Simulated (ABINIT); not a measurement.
Here is an ABINIT 10.8.3 (patched build) calculation.

The input run.abi:

```
# Pseudopotentials
pp_dirpath "./"
pseudos "Ge.GGA_PBE-JTH.xml, Fe.GGA_PBE-JTH.xml"

# Structure
acell 9.4440996945 9.4440996944 7.7776617458
rprim
     1.0000000000     0.0000000000     0.0000000000
    -0.5000000000     0.8660254038     0.0000000000
     0.0000000000     0.0000000000     1.0000000000
ntypat 2
znucl 32 26
natom 6
typat 1 1 1 2 2 2
xred
     0.6666666667     0.3333333333     0.5000000000
     0.3333333333     0.6666666667     0.5000000000
     0.0000000000     0.0000000000     0.0000000000
     0.0000000000     0.5000000000     0.0000000000
     0.5000000000     0.5000000000     0.0000000000
     0.5000000000     0.0000000000     0.0000000000

# Plane-wave basis
ecut 26.0
pawecutdg 48.0
pawxcdev 0

# k points
kptopt 1
ngkpt 6 6 7
nshiftk 1
shiftk 0.0 0.0 0.0

# Exchange and correlation
ixc 11

# Bands and occupations
nband 57
occopt 3
tsmear 0.00183747

# Spin
nsppol 2
spinat
     0.0000000000     0.0000000000     0.0000000000
     0.0000000000     0.0000000000     0.0000000000
     0.0000000000     0.0000000000     0.0000000000
     0.0000000000     0.0000000000     3.0000000000
     0.0000000000     0.0000000000     3.0000000000
     0.0000000000     0.0000000000     3.0000000000

# SCF cycle
nstep 100
tolvrs 1.0e-9

# Output
iomode 3
prtwf 0
prtden 0
prteig 0
prtebands 0
enunit 2
```

Potentials or basis: JTH PAW PBE v2.0.

Command:

```bash
$ mpirun --bind-to none -np 4 abinit run.abi > log 2>&1
```

Estimate the band gap on the k mesh.

none (metal or under the smearing width).

What does it give for the site moments?

Ge -0.05, -0.08; Fe +1.53 μB.

Stress tensor (GPa, compression positive):
```
-3.80  0.00  0.00
 0.00 -3.80  0.00
 0.00  0.00 -4.45
```
